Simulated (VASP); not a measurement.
Wanted: the native input for a VASP 6.6.1 run.

```
Task                   : band structure
Functional             : r2SCAN
Potentials or basis    : VASP PAW PBE potentials, release 64 (B, N)
Cutoff                 : 520 eV
k mesh                 : 14 × 14 × 14
Occupations            : gaussian, width 0.03 eV
Spin                   : no spin polarisation
Further INCAR settings : ALGO = Normal; EDIFF = 1e-07; NBANDS = 11
```

The structure of BN (Qingsongite) lies in POSCAR:

```
BN                                      
1.0
    0.0000000000      1.8033209052      1.8033209052
    1.8033209052      0.0000000000      1.8033209052
    1.8033209052      1.8033209052      0.0000000000
  B               N             
     1     1
Direct
     0.0000000000000000    0.0000000000000000    0.0000000000000000
     0.2500000000000000    0.2500000000000000    0.2500000000000000
```

These files were run (other wordings do the same):

INCAR

```
PREC = Accurate
ENCUT = 520
EDIFF = 1E-7
ISMEAR = 0
SIGMA = 0.03
LREAL = F
LASPH = T
NELM = 80
ALGO = Normal
ISIF = 2
LWAVE = F
LCHARG = F
METAGGA = R2SCAN
LMIXTAU = T
NBANDS = 11
```

KPOINTS

```
regular mesh
0
Gamma
  14 14 14
```

KPOINTS_OPT

```
explicit points
252
Reciprocal
 0.0000000000  0.0000000000  0.0000000000 1
 0.0357142857  0.0000000000  0.0357142857 1
 0.0714285714  0.0000000000  0.0714285714 1
 0.1071428571  0.0000000000  0.1071428571 1
 0.1428571429  0.0000000000  0.1428571429 1
 0.1785714286  0.0000000000  0.1785714286 1
[... 244 lines left out ...]
 0.5071195300  0.0142390700  0.5071195300 1
 0.4928804700 -0.0142390700  0.4928804700 1
```

Potentials or basis: VASP PAW PBE potentials, release 64 (B, N).

Launch:

```console
$ cat potpaw_PBE.64/B/POTCAR potpaw_PBE.64/N/POTCAR > POTCAR
$ mpirun -np 1 vasp_std > vasp.out
```

Results of the run:

```json
{
 "Pressure": "2.1 GPa",
 "Band gap on the k mesh": "4.98 eV, indirect (least direct gap 9.56 eV)",
 "Band gap along the path": "4.98 eV, indirect (least direct gap 9.56 eV)"
}
```

Caveat: the PAW data sets were made with another functional, which shifts forces and pressure a little.

Wall time 110 s on 1 thread of Intel(R) Xeon(R) Platinum 8488C (Sapphire Rapids) (shared host), peak memory 0.13 GiB.
